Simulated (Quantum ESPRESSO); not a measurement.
Crystal: Br.

```
Br
1.0
     3.36325   -2.32255    0.00000
     3.36325    2.32255    0.00000
     0.00000    0.00000    8.70230
Br
4
Direct
  0.36510 0.63490 0.39010
  0.13490 0.86510 0.89010
  0.63490 0.36510 0.60990
  0.86510 0.13490 0.10990
```

Base run:

```yaml
Program: Quantum ESPRESSO 7.5
Functional: PBE
Potentials_or_basis: SSSP 1.3 efficiency PBE
Cutoff: 748 eV
Density_cutoff: 5987 eV
k_mesh: 7 × 7 × 3
Occupations: fermi-dirac, width 0.05 eV
Spin: no spin polarisation
```

Its results: band gap on the k mesh 1.89 eV, indirect (least direct gap 1.91 eV); pressure 2.0 GPa; largest force 0.969 eV/Å.

The run is repeated on the same cell with these changes: functional from PBE to r2SCAN; potentials or basis from SSSP 1.3 efficiency PBE to SG15 PBE 1.2; cutoff from 748 eV to 626 eV; density cutoff from 5987 eV to 2503 eV. What comes out?

Band gap on the k mesh 2.17 eV, indirect (least direct gap 2.19 eV); pressure 1.0 GPa; largest force 0.816 eV/Å.

Caveats: an odd mesh through Γ misses points on the zone boundary, where band edges often lie (some runs); the potentials were made for another functional, which shifts forces and pressure (some runs); some levels on the path didn't converge (some runs).

Not every run made on this cell is shown here.
